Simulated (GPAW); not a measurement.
A run of GPAW 26.7.0 is set up as follows.

The input run.py:

```python
from ase.dft.bandgap import bandgap
from ase.io import read, write
from ase.units import GPa
from gpaw import GPAW, PW, setup_paths

setup_paths.insert(0, '.')

atoms = read('POSCAR')

calc = GPAW(mode=PW(600),
            xc='AM05',
            kpts={'size': (6, 6, 3), 'gamma': True},
            occupations={'name': 'fermi-dirac', 'width': 0.05},
            nbands=31,
            convergence={'density': 1e-05, 'energy': 1e-05},
            maxiter=150,
            txt='gpaw.txt')
atoms.calc = calc
energy = atoms.get_potential_energy()
forces = atoms.get_forces()
stress = atoms.get_stress()
calc.write('gs.gpw')
write('result.traj', atoms)
print(f'Energy: {energy:.6f} eV')
print('Forces (eV/A):')
print(forces.round(4))
print('Stress (GPa):', (stress / GPa).round(3))
print('Fermi level:', round(calc.get_fermi_level(), 4), 'eV')
print(f'Gap: {bandgap(calc)[0]:.4f} eV, direct: {bandgap(calc, direct=True)[0]:.4f} eV')

path = atoms.cell.bandpath('GMKGALHA,LM,KH', npoints=100, eps=1e-4)
bs_calc = calc.fixed_density(kpts=path, symmetry='off', nbands=51,
                             convergence={'bands': 'CBM+6.0', 'eigenstates': 1e-6}, txt='bands.txt')
bs = bs_calc.band_structure()
bs.write('bs.json')
print(f'Gap on the path: {bandgap(bs_calc)[0]:.4f} eV')
```

POSCAR

```
CdS
1.0
    4.1500000000      0.0000000000      0.0000000000
   -2.0750000000      3.5940054257      0.0000000000
    0.0000000000      0.0000000000      6.7370000000
Cd S
2 2
Direct
    0.6666666667      0.3333333333      0.5000000000
    0.3333333333      0.6666666667      0.0000000000
    0.6666666667      0.3333333333      0.8750000000
    0.3333333333      0.6666666667      0.3750000000
```

Potentials or basis: PAW data sets generated in the run's folder for this functional, pw.

The run is started by

```console
$ gpaw-setup -f AM05 Cd S
$ OMP_NUM_THREADS=1 python run.py
```

Q: What does it give for the band gap along the path?

A: 1.16 eV, direct.

Q: Predict the largest force.

A: 0.064 eV/Å.

Q: What does it give for the pressure?

A: -0.7 GPa.

Q: What does it give for the band gap on the k mesh?

A: 1.16 eV, direct.

Stress tensor (GPa, compression positive):
```
-0.84  0.00  0.00
 0.00 -0.84  0.00
 0.00  0.00 -0.28
```

**What was measured.**

“Isotope dependence of band-gap energy”, 2008, arxiv:0807.2152 quotes, for a bulk crystal of CdS: band gap 2.5809 ± 0.0002 eV.

A measured gap of CdS is 2.5809 eV (quoted in “Isotope dependence of band-gap energy”, 2008, arxiv:0807.2152); the calculated 1.16 eV misses it by -1.42 eV. So large a miss can be the level of theory's own, or it may mean another phase, state or a wrong row. Spin-orbit coupling on Cd is left out. The value is that of AM05, without temperature or zero-point motion. Semilocal functionals fall short of measured gaps as a rule.
